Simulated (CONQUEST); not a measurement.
**Mg under changes of volume**

One of the cells (22.644 Å³/atom); the others are scaled copies at fixed shape and fractional positions:

```
CELL_PARAMETERS angstrom
3.35881 0.00000 0.00000
0.00000 3.67198 0.00000
0.00000 0.00000 3.67198
ATOMIC_POSITIONS crystal
Mg 0.00000 0.00000 0.00000
Mg 0.50000 0.50000 0.50000
```

This isn't the form of Mg at room conditions, which is hcp.

| Quantity | Value |
| --- | --- |
| Program | CONQUEST 1.3 |
| Functional | PBE |
| Potentials or basis | PseudoDojo NC PBE, DZP, grid of 32 × 36 × 36 points |
| k mesh | 8 × 7 × 7 |
| Occupations | fermi-dirac, width 0.05 eV |
| Spin | no spin polarisation |

| volume (Å³/atom) | energy over the lowest point (meV/atom) | pressure (GPa) |
| --- | --- | --- |
| 21.286 | 14.57 | 3.3 |
| 21.738 | 7.24 | 2.0 |
| 22.191 | 2.24 | 1.3 |
| 22.644 | 0.01 | 0.3 |
| 23.097 | 0.00 | -0.2 |
| 23.550 | ? | ? |
| 24.003 | 5.89 | -1.7 |

Q: What does the run at 23.550 Å³/atom give?

A: Energy over the lowest point 1.88 meV/atom; pressure -1.1 GPa.

Worked out: A Birch-Murnaghan fit of order 3 (a polynomial in V^(-2/3)) to the other rows has its minimum at 22.88 Å³/atom with B0 = V·E''(V) = 39 GPa and B' = 3.4 at fixed shape and positions, which overstates the stiffness. It gives 1.98 meV/atom at 23.550 Å³/atom, against the run's 1.88, and -dE/dV = -1.1 GPa, against -1.1.

Energies are extrapolated to zero smearing.

Caveats: the basis of atomic orbitals isn't converged, which shifts pressures, moduli and gaps.
